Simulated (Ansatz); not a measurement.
Set up this calculation in Ansatz 0.2.0, as the native input.

```
Task                : density of states
Functional          : PBE
Potentials or basis : Ansatz PAW
Cutoff              : 420 eV (not typed: the program's choice for these potentials)
k mesh              : 12 × 12 × 11
Occupations         : fermi-dirac, width 0.05 eV
Spin                : spin-orbit coupling, no magnetisation
Hubbard terms       : Ta d U = 6.0 eV
Hubbard projectors  : ortho-atomic
Double counting     : amf
```

The system is TaN.

```
Ta N
1.0
     2.93800    0.00000    0.00000
    -1.46900    2.54438    0.00000
     0.00000    0.00000    2.88300
Ta N
1 1
Cartesian
  0.0000 0.0000 1.4415
  1.4690 0.8481 0.0000
```

The input as run:

input.yaml

```yaml
crystal:
  lattice:
    - [2.938, 0.0, 0.0]
    - [-1.469, 2.5443826363, 0.0]
    - [0.0, 0.0, 2.883]
  atoms:
    - { symbol: Ta, position: [0.0, 0.0, 0.5] }
    - { symbol: "N", position: [0.6666666667, 0.3333333333, 0.0] }
hamiltonian:
  xc: pbe
  pseudopotentials: { kind: paw_fr }
  hubbard:
    sites: [{ species: Ta, l: d, u_eff: 6.0 }]
    projectors: ortho-atomic
    double_counting: amf
magnetization:
  noncollinear: true
  spin_orbit: true
kpoints:
  mp_grid: { grid: [12, 12, 11] }
scf:
  occupations: { method: fermi_dirac, width: 0.05 }
  n_extra_bands: 6
output:
  forces: true
  stress: true
  eigenvalues: true
  dos: { projected: false, de: 0.05, nscf_kmesh: { grid: [15, 15, 14] } }
  write_density: true
  write_potential: true
  elf: true
  volumetric_format: npy
```

Potentials or basis: Ansatz PAW.

Run with:

```bash
$ ansatz run input.yaml --threads 1 --pin off --max-ram 2560MiB --backend cpu --events-out ev --progress --plain --runs-dir out
```

It gave:

```yaml
Pressure: 5.9 GPa
Band_gap_on_the_k_mesh: none (metal or under the smearing width)
Density_of_states_at_the_Fermi_level: 0.00 states/eV per cell
```

Caveat: the pressure holds a Pulay correction of +0.5 GPa for the finite cutoff; U without spin polarisation on a metal has little footing.

It took 34 s on 1 thread of Arm Neoverse V1, with other jobs on the host, peak memory 0.52 GiB.
